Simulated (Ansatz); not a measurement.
**Cu2O: do energies and stresses tell the same story?**

Method: Ansatz, DFT PBE+U, scalar-relativistic, plane waves, PAW.

Plane waves to 420 eV, a k mesh through Γ of 6×6×6 on the computed 6-atom cell and Gaussian smearing (0.02 eV); U_eff Cu 4.00 eV on the d shells (Löwdin-orthogonalised atomic orbitals); no spin polarisation.

Relaxed cell: Pn-3m, a = 4.331 Å, b = 4.331 Å, c = 4.331 Å, α = 90.00°, β = 90.00°, γ = 90.00°, 6 atoms in the primitive cell.

Energies at zero smearing and pressures from the stress tensor, at volumes with shape and atoms relaxed:
```json
{"V (Å³/atom)": "11.918", "E − E(first) (meV/atom)": "0.00", "P (GPa)": "17.65"}
{"V (Å³/atom)": "12.325", "E − E(first) (meV/atom)": "-37.43", "P (GPa)": "12.02"}
{"V (Å³/atom)": "12.731", "E − E(first) (meV/atom)": "-61.73", "P (GPa)": "7.30"}
{"V (Å³/atom)": "13.137", "E − E(first) (meV/atom)": "-75.03", "P (GPa)": "3.34"}
{"V (Å³/atom)": "13.543", "E − E(first) (meV/atom)": "-79.16", "P (GPa)": "0.01"}
{"V (Å³/atom)": "13.950", "E − E(first) (meV/atom)": "-75.53", "P (GPa)": "-2.78"}
{"V (Å³/atom)": "14.356", "E − E(first) (meV/atom)": "-65.41", "P (GPa)": "-5.13"}
{"V (Å³/atom)": "14.898", "E − E(first) (meV/atom)": "-43.64", "P (GPa)": "-7.68"}
```

Question: Check P = −dE/dV between neighbouring volumes, and get the bulk modulus from the pressures alone.

Answer: With 1 eV/Å³ = 160.2 GPa:
| middle V (Å³/atom) | −ΔE/ΔV (GPa) | mean P (GPa) |
| --- | --- | --- |
| 12.121 | 14.761 | 14.831 |
| 12.528 | 9.581 | 9.656 |
| 12.934 | 5.244 | 5.317 |
| 13.340 | 1.628 | 1.675 |
| 13.747 | -1.431 | -1.386 |
| 14.153 | -3.990 | -3.957 |
| 14.627 | -6.440 | -6.403 |

The two differ by 0.07 GPa at most. The mean of two end pressures misses the average over a step by about ΔV² P″/12, up to 0.08 GPa here; with that taken off 0.02 GPa remains. Around V = 13.543 Å³/atom, the two neighbours give B = −V ΔP/ΔV = 13.543 × 6.12 / 0.813 = 102.0 GPa, against B0 = 101.3 GPa from the Birch–Murnaghan fit of the energies.

A ferromagnetic start lost its moments in a first run, so spin was left out; other magnetic orders weren't tried.

Cost: 9 runs of about 3.4 core-minutes in all, on Intel Xeon Platinum 8375C (Ice Lake) (shared hosts).